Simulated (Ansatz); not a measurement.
# Band structure of TePb

```
Te Pb
1.0
     0.00000    3.22700    3.22700
     3.22700    0.00000    3.22700
     3.22700    3.22700    0.00000
Te Pb
1 1
Direct
  0.50000 0.50000 0.50000
  0.00000 0.00000 0.00000
```

Atom numbers follow the list: Te1, Pb2.

The cell is COD entry 9008696, as deposited and not checked against the literature; nothing was relaxed.

Spin–orbit coupling is left out, though it moves levels of the heavy atoms by tenths of an eV or more.

All numbers below come from DFT, PBEsol, all-electron LAPW, scalar-relativistic in Ansatz 0.2.0.

Sampling and basis: a Γ-centred 10×10×10 k mesh, Fermi–Dirac smearing of 0.03 eV, basis error target 0.5 meV/atom, no spin polarisation.

Points in fractions of the reciprocal vectors of this cell: Γ (0, 0, 0), X (0.5, 0, 0.5), U (0.625, 0.25, 0.625), K (0.375, 0.375, 0.75), L (0.5, 0.5, 0.5), W (0.5, 0.25, 0.75). The path joins them by straight lines in the order Γ–X–U–K–Γ–L–W–X; legs that retrace an earlier one aren't tabulated. Energies are in eV from the top of the valence band.

Problem. Metal or insulator at this level of theory?

Solution. An insulator or semiconductor: gap 0.66 eV, direct at L (0.5, 0.5, 0.5).

Problem. Tabulate bands 26 to 33, counted from the lowest band of the run, along the path.

Solution. 
| k (1/Å) | point | band 26 | band 27 | band 28 | band 29 | band 30 | band 31 | band 32 | band 33 |
| --- | --- | --- | --- | --- | --- | --- | --- | --- | --- |
| 0.00 | Γ | -12.07 | -5.60 | -1.35 | -1.35 | -1.35 | 4.06 | 4.06 | 4.06 |
| 0.14 |  | -12.01 | -5.80 | -1.45 | -1.45 | -1.03 | 3.21 | 4.06 | 4.06 |
| 0.28 |  | -11.84 | -6.22 | -1.69 | -1.69 | -0.40 | 1.92 | 4.13 | 4.13 |
| 0.42 |  | -11.56 | -6.67 | -2.01 | -2.01 | -0.81 | 1.99 | 4.21 | 4.33 |
| 0.56 |  | -11.20 | -7.02 | -2.33 | -2.33 | -2.09 | 3.28 | 3.77 | 4.66 |
| 0.70 |  | -10.81 | -7.24 | -3.31 | -2.60 | -2.60 | 3.45 | 4.79 | 5.03 |
| 0.83 |  | -10.50 | -7.31 | -4.21 | -2.77 | -2.77 | 3.26 | 5.34 | 5.34 |
| 0.97 | X | -10.37 | -7.30 | -4.55 | -2.83 | -2.83 | 3.20 | 5.47 | 5.47 |
| 1.02 |  | -10.37 | -7.32 | -4.55 | -2.82 | -2.81 | 3.23 | 5.42 | 5.43 |
| 1.07 |  | -10.36 | -7.38 | -4.52 | -2.79 | -2.76 | 3.31 | 5.27 | 5.31 |
| 1.12 |  | -10.34 | -7.47 | -4.48 | -2.73 | -2.67 | 3.44 | 5.04 | 5.13 |
| 1.17 |  | -10.33 | -7.59 | -4.43 | -2.66 | -2.56 | 3.59 | 4.77 | 4.94 |
| 1.22 |  | -10.31 | -7.72 | -4.35 | -2.57 | -2.43 | 3.72 | 4.45 | 4.80 |
| 1.27 |  | -10.29 | -7.85 | -4.27 | -2.45 | -2.28 | 3.71 | 4.12 | 4.83 |
| 1.32 | U | -10.28 | -7.98 | -4.17 | -2.32 | -2.11 | 3.54 | 3.78 | 5.07 |
| 1.40 |  | -10.28 | -8.04 | -4.07 | -2.64 | -1.60 | 2.93 | 4.03 | 5.36 |
| 1.49 |  | -10.28 | -8.08 | -3.91 | -3.02 | -0.97 | 2.18 | 4.38 | 5.49 |
| 1.57 |  | -10.28 | -8.11 | -3.67 | -3.37 | -0.47 | 1.62 | 4.74 | 5.16 |
| 1.66 |  | -10.28 | -8.11 | -3.67 | -3.37 | -0.47 | 1.62 | 4.74 | 5.16 |
| 1.74 |  | -10.28 | -8.08 | -3.91 | -3.02 | -0.97 | 2.18 | 4.38 | 5.49 |
| 1.83 |  | -10.28 | -8.04 | -4.07 | -2.64 | -1.60 | 2.93 | 4.03 | 5.36 |
| 1.91 | K | -10.28 | -7.98 | -4.17 | -2.32 | -2.11 | 3.54 | 3.78 | 5.07 |
| 2.06 |  | -10.37 | -8.20 | -3.79 | -1.84 | -1.53 | 2.71 | 2.78 | 5.34 |
| 2.21 |  | -10.68 | -8.06 | -3.31 | -1.27 | -0.87 | 1.88 | 1.96 | 4.79 |
| 2.36 |  | -11.10 | -7.62 | -2.77 | -0.82 | -0.25 | 1.30 | 1.55 | 4.36 |
| 2.50 |  | -11.50 | -7.01 | -2.23 | -0.81 | -0.24 | 1.53 | 1.85 | 4.10 |
| 2.65 |  | -11.81 | -6.37 | -1.77 | -1.06 | -0.71 | 2.45 | 2.68 | 4.02 |
| 2.80 |  | -12.01 | -5.83 | -1.46 | -1.27 | -1.16 | 3.48 | 3.59 | 4.04 |
| 2.95 | Γ | -12.07 | -5.60 | -1.35 | -1.35 | -1.35 | 4.06 | 4.06 | 4.06 |
| 3.07 |  | -12.03 | -5.76 | -1.34 | -1.34 | -1.27 | 3.74 | 3.83 | 3.83 |
| 3.19 |  | -11.90 | -6.16 | -1.30 | -1.30 | -1.05 | 3.09 | 3.32 | 3.32 |
| 3.31 |  | -11.68 | -6.72 | -1.23 | -1.23 | -0.79 | 2.39 | 2.72 | 2.72 |
| 3.43 |  | -11.40 | -7.34 | -1.14 | -1.14 | -0.54 | 1.77 | 2.15 | 2.15 |
| 3.55 |  | -11.07 | -7.94 | -1.03 | -1.03 | -0.32 | 1.24 | 1.68 | 1.68 |
| 3.67 |  | -10.77 | -8.41 | -0.93 | -0.93 | -0.11 | 0.84 | 1.35 | 1.35 |
| 3.79 | L | -10.63 | -8.61 | -0.89 | -0.89 | 0.00 | 0.66 | 1.24 | 1.24 |
| 3.89 |  | -10.61 | -8.59 | -1.25 | -1.04 | -0.30 | 0.89 | 1.45 | 1.75 |
| 3.99 |  | -10.56 | -8.52 | -1.89 | -1.59 | -0.47 | 1.08 | 2.17 | 2.64 |
| 4.08 |  | -10.48 | -8.41 | -2.53 | -2.27 | -0.48 | 1.22 | 3.08 | 3.58 |
| 4.18 |  | -10.39 | -8.28 | -3.07 | -2.89 | -0.44 | 1.36 | 3.99 | 4.41 |
| 4.28 |  | -10.30 | -8.14 | -3.48 | -3.39 | -0.40 | 1.49 | 4.73 | 4.97 |
| 4.38 |  | -10.24 | -8.04 | -3.74 | -3.72 | -0.37 | 1.59 | 5.10 | 5.15 |
| 4.48 | W | -10.22 | -8.00 | -3.83 | -3.83 | -0.35 | 1.63 | 5.18 | 5.18 |
| 4.55 |  | -10.23 | -7.97 | -4.01 | -3.64 | -0.59 | 1.91 | 4.78 | 5.54 |
| 4.62 |  | -10.25 | -7.88 | -4.17 | -3.45 | -1.09 | 2.54 | 4.38 | 5.87 |
| 4.69 |  | -10.28 | -7.75 | -4.30 | -3.26 | -1.62 | 3.28 | 4.01 | 5.87 |
| 4.76 |  | -10.32 | -7.60 | -4.41 | -3.09 | -2.10 | 3.68 | 4.03 | 5.69 |
| 4.83 |  | -10.35 | -7.45 | -4.49 | -2.95 | -2.49 | 3.42 | 4.73 | 5.57 |
| 4.90 |  | -10.37 | -7.34 | -4.54 | -2.86 | -2.74 | 3.25 | 5.26 | 5.49 |
| 4.96 | X | -10.37 | -7.30 | -4.55 | -2.83 | -2.83 | 3.20 | 5.47 | 5.47 |

Kohn–Sham gaps of semilocal functionals usually fall short of measured ones.
